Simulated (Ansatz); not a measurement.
Wanted: the native input for an Ansatz 0.2.0 run.

- Task: relaxation of cell and atoms
- Functional: r2SCAN
- Potentials or basis: Ansatz PAW
- Cutoff: 500 eV (not typed: the program's choice for these potentials)
- k mesh: 9 × 7 × 5
- Occupations: fermi-dirac, width 0.05 eV
- Spin: collinear spin, ferromagnetic start
- Starting moments: [4.0, 4.0, 0.0, 0.0, 0.0, 0.0] μB

MnO2:

```xyz
6
Lattice="2.9042 0.0000 0.0000 0.0000 3.8448 0.0000 0.0000 0.0000 6.1643" Properties=species:S:1:pos:R:3 pbc="T T T"
Mn    1.4521    1.9224    2.1162
Mn    0.0000    0.0000    4.0481
O     1.4521    0.0000    5.1630
O     0.0000    1.9224    1.0013
O     1.4521    0.0000    2.6001
O     0.0000    1.9224    3.5642
```

Measurements of this composition are mostly on another form, of space group No. 136.

One way to write it, as run:

input.yaml

```yaml
crystal:
  lattice:
    - [2.904158, 0.0, 0.0]
    - [0.0, 3.84481, 0.0]
    - [0.0, 0.0, 6.164264]
  atoms:
    - { symbol: Mn, position: [0.5, 0.5, 0.3433015], spin: 4.0 }
    - { symbol: Mn, position: [0.0, 0.0, 0.6566985], spin: 4.0 }
    - { symbol: O, position: [0.5, 0.0, 0.8375675] }
    - { symbol: O, position: [0.0, 0.5, 0.1624325] }
    - { symbol: O, position: [0.5, 0.0, 0.4217995] }
    - { symbol: O, position: [0.0, 0.5, 0.5782005] }
hamiltonian:
  xc: r2scan
  pseudopotentials: { kind: paw }
magnetization:
  spin_polarized: true
kpoints:
  mp_grid: { grid: [9, 7, 5] }
scf:
  occupations: { method: fermi_dirac, width: 0.05 }
output:
  forces: true
  stress: true
  eigenvalues: true
relax:
  f_tol: 0.01
  max_steps: 40
  cell: { stress_tol: 0.05 }
```

Potentials or basis: Ansatz PAW.

The run is started by

```console
$ ansatz run input.yaml --threads 2 --pin off --max-ram 5632MiB --backend cpu --events-out ev --progress --plain --runs-dir out
```

It gave:

```json
{
  "Relaxed volume": "10.58 Å³/atom",
  "Relaxed cell": "a = 2.818 Å, b = 3.754 Å, c = 5.999 Å, α = 90.00°, β = 90.00°, γ = 90.00°",
  "Space group after relaxing (to 0.05 Å)": "Pmmn (No. 59)",
  "Energy gained by relaxing": "35.1 meV/atom",
  "Ionic steps": "7",
  "Pressure after relaxing": "0.0 GPa",
  "Largest force after relaxing": "0.005 eV/Å",
  "Band gap on the k mesh": "0.14 eV, indirect (least direct gap 0.58 eV)",
  "Net moment": "6.00 μB per cell",
  "Absolute moment": "6.27 μB per cell",
  "Site moments": "Mn +2.40; O +0.13, +0.01 μB"
}
```

Caveat: the magnetic or orbital state may not be the lowest; odd divisions of the mesh miss points on the zone boundary, where band edges often lie, so the gap on the mesh can be too wide; the plane-wave basis is chosen anew once the cell has moved, so the energies of steps on either side of that aren't comparable; only a ferromagnetic start was run, and an antiferromagnetic order may lie lower in energy; the PAW data sets come from PBE, with cores solved anew for the run's functional, which leaves a small shift of forces and pressure.

It took 95 s on 2 threads of Intel(R) Xeon(R) 6975P-C (Granite Rapids) (shared host), peak memory 0.75 GiB.
